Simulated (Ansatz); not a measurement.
The system is Sb.

```
CELL_PARAMETERS angstrom
3.12240 0.00000 0.00000
0.00000 4.34752 0.00000
-0.03891 0.00000 4.40585
ATOMIC_POSITIONS crystal
Sb 0.01139 0.25000 0.24117
Sb 0.98861 0.75000 0.75883
```

This isn't the form of Sb at room conditions, which is rhombohedral.

Base run:

| Quantity | Value |
| --- | --- |
| Program | Ansatz 0.2.0 |
| Functional | LDA |
| Potentials or basis | Ansatz PAW |
| Cutoff | 420 eV (not typed: the program's choice for these potentials) |
| k mesh | 9 × 6 × 6 |
| Occupations | fermi-dirac, width 0.05 eV |
| Spin | no spin polarisation |

Its results: band gap on the k mesh none (metal or under the smearing width); pressure -3.3 GPa; largest force 0.037 eV/Å.

Task: After a change of settings the same cell gave: band gap on the k mesh none (metal or under the smearing width); pressure -0.8 GPa; largest force 0.046 eV/Å. Which change was it?
A. functional from LDA to r2SCAN; cutoff from 420 eV (not typed: the program's choice for these potentials) to 500 eV (not typed: the program's choice for these potentials)
B. functional from LDA to PBEsol; k mesh from 9 × 6 × 6 to 8 × 6 × 6
C. functional from LDA to PBEsol; spin from no spin polarisation to spin-orbit coupling, no magnetisation; potential files from those of the base run to others of the same set

Result: A.

Caveats: spin-orbit coupling is left out, which moves the levels of the heavy elements; the PAW data sets come from PBE, with cores solved anew for the run's functional, which leaves a small shift of forces and pressure.
